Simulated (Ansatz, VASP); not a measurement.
# Two plane-wave programs on GaN

```
Ga N
1.0
     0.00000    2.21365    2.21365
     2.21365    0.00000    2.21365
     2.21365    2.21365    0.00000
Ga N
1 1
Direct
  0.00000 0.00000 0.00000
  0.25000 0.25000 0.25000
```

Alike in both runs: functional LDA; k mesh 10 × 10 × 10; no spin polarisation.

Ansatz relaxed the structure, and its values are those at the end. VASP's run is a single point on that final structure, the one shown.

```csv
,VASP,Ansatz
version,VASP 6.6.1,Ansatz 0.2.0
potentials or method,"VASP PAW LDA potentials, release 64 (Ga_d, N)","PAW with Ansatz's default frozen-core files, scalar-relativistic"
plane-wave cutoff (eV),520,420
occupations,"gaussian, width 0.01 eV",fixed
valence electrons in the cell,18,18
```

Ansatz gave:

| Property | Result |
| --- | --- |
| gap on the k mesh at the Fermi level (eV) | 2.08 |
| pressure (GPa) | 4.0 |

Q: What did VASP give for the same quantities?

A: gap on the k mesh at the Fermi level (eV): 2.10; pressure (GPa): 5.2.
